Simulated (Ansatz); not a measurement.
# Relaxing V

Method: Ansatz 0.2.0, DFT r2SCAN, scalar-relativistic, plane waves, PAW. Cutoff 500 eV, Γ-centred k mesh, Gaussian smearing, no spin polarisation in the final step.

The start puts V on the graphite structure type (P6_3/mmc, No. 194), at a guessed volume.

```
CELL_PARAMETERS angstrom
2.93794 0.00000 0.00000
-1.46897 2.54433 0.00000
0.00000 0.00000 8.00170
ATOMIC_POSITIONS crystal
V 0.00000 0.00000 0.25000
V 0.00000 0.00000 0.75000
V 0.33333 0.66667 0.75000
V 0.66667 0.33333 0.25000
```

Steps on the 6×6×2 mesh (4 atoms). 12 of 21 steps are shown, and the free energy counts from the last. Trial steps that were taken back and renewals of the plane-wave basis can be among the rows.

| step | ΔF (meV/atom) | V (Å³/atom) | P (GPa) |
| --- | --- | --- | --- |
| 1 | 4047.7 | 14.95 | 91.98 |
| 3 | 2283.6 | 17.14 | 27.06 |
| 5 | 1570.1 | 17.34 | 4.52 |
| 6 | 1337.1 | 16.86 | 2.20 |
| 8 | 809.5 | 15.57 | 3.70 |
| 10 | 329.9 | 14.34 | 8.64 |
| 12 | 214.0 | 15.12 | -7.44 |
| 14 | 120.0 | 14.55 | 7.53 |
| 16 | 18.5 | 15.04 | 1.62 |
| 17 | 74.4 | 14.64 | 10.49 |
| 19 | 22.6 | 14.71 | 7.08 |
| 21 | 0.0 | 15.26 | 0.30 |

Steps on the 6×6×4 mesh (4 atoms). 4 of 5 steps are shown, and the free energy counts from the last.

```tsv
step	ΔF (meV/atom)	V (Å³/atom)	P (GPa)
1	5.7	15.26	3.00
2	0.9	15.54	0.12
3	0.3	15.55	-0.18
5	0.0	15.52	-0.01
```

A final relaxation ran on a 12×12×12 mesh. The relaxed crystal, P6_3/mmc (No. 194):

```
V
1.0
     4.19737    0.00000    0.00000
    -2.09869    3.63503    0.00000
     0.00000    0.00000    4.06245
V
4
Direct
  0.00000 0.00000 0.25000
  0.00000 0.00000 0.75000
  0.33333 0.66667 0.75000
  0.66667 0.33333 0.25000
```

* Volume per atom: 15.50 Å³
* Density: 5.46 g/cm³
* Energy over the standard structure: 1.19 eV/atom
* Gap on the 12×12×12 mesh: 0 eV (a metal)

Energies count from the standard state of V at the same level.

The final run used a 12×12×12 mesh on its 4-atom cell and 0.10 eV smearing. The k mesh leaves about 4 meV/atom of noise in metals.

A structure relaxed within its symmetry needn't be a true minimum.